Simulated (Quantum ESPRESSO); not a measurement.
Pt: equation of state with PBE

Crystal: Pt.

```xyz
1
Lattice="0.0000 1.9609 1.9609 1.9609 0.0000 1.9609 1.9609 1.9609 0.0000" Properties=species:S:1:pos:R:3 pbc="T T T"
Pt    0.0000    0.0000    0.0000
```

```json
{"Program": "Quantum ESPRESSO 7.5", "Task": "equation of state", "Functional": "PBE", "Potentials or basis": "Ansatz NC SR PBE", "Cutoff": "1143 eV", "Density cutoff": "4572 eV", "k mesh": "12 × 12 × 12", "Occupations": "fermi-dirac, width 0.05 eV", "Spin": "no spin polarisation"}
```

```json
{
  "Equilibrium volume": "15.66 Å³/atom",
  "Bulk modulus": "248 GPa",
  "Pressure derivative of the bulk modulus": "5.3"
}
```

Energy against volume, from the lowest point:
| volume (Å³/atom) | energy (meV/atom) |
| --- | --- |
| 14.175 | 135.00 |
| 14.477 | 82.05 |
| 14.778 | 43.64 |
| 15.080 | 18.12 |
| 15.381 | 4.01 |
| 15.683 | 0.00 |
| 15.985 | 4.91 |

All runs of the series together: 90 s on 1 thread of Arm Neoverse V2, on a shared host.

Spin-orbit coupling is left out, which matters for the levels of Pt. PBE usually gives volumes a little too large and moduli too small.
